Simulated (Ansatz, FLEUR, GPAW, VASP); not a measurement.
**One calculation of ZnS, 4 ways**

```
Zn S
1.0
     0.00000    2.70200    2.70200
     2.70200    0.00000    2.70200
     2.70200    2.70200    0.00000
Zn S
1 1
Direct
  0.75000 0.75000 0.75000
  0.00000 0.00000 0.00000
```

Alike in all runs: task band structure; functional RPBE; k mesh 9 × 9 × 9; occupations fermi-dirac, width 0.05 eV; no spin polarisation; no spin-orbit coupling. Pressure is positive in compression and, in plane waves, holds the error of the finite cutoff. Gaps are the smaller of the mesh's and the band path's.

| program and potentials | plane-wave cutoff (eV) | notes | band gap (eV) | pressure (GPa) |
| --- | --- | --- | --- | --- |
| Ansatz, all-electron LAPW, scalar-relativistic | - | - | 2.29 | 4.19 |
| FLEUR, all-electron, FLAPW | - | - | 2.48 | - |
| VASP, PBE PAW files S, Zn, 520 eV | 520 | potentials made for PBE | 2.28 | 4.33 |
| GPAW, the program's PAW data sets (release 1.2.1) made for this functional | 600 | - | 2.27 | 4.49 |

The band gap spans 2.27 (GPAW, the program's PAW data sets (release 1.2.1) made for this functional) to 2.48 eV (FLEUR, all-electron, FLAPW), with all-electron results at 2.29 to 2.48. The pressure spans 4.19 (Ansatz, all-electron LAPW, scalar-relativistic) to 4.49 GPa (GPAW, the program's PAW data sets (release 1.2.1) made for this functional), with all-electron results at 4.19.

The functional is the same throughout but for its coding, so the spread measures potentials, basis and numerics; runs on potential files found faulty are left out.
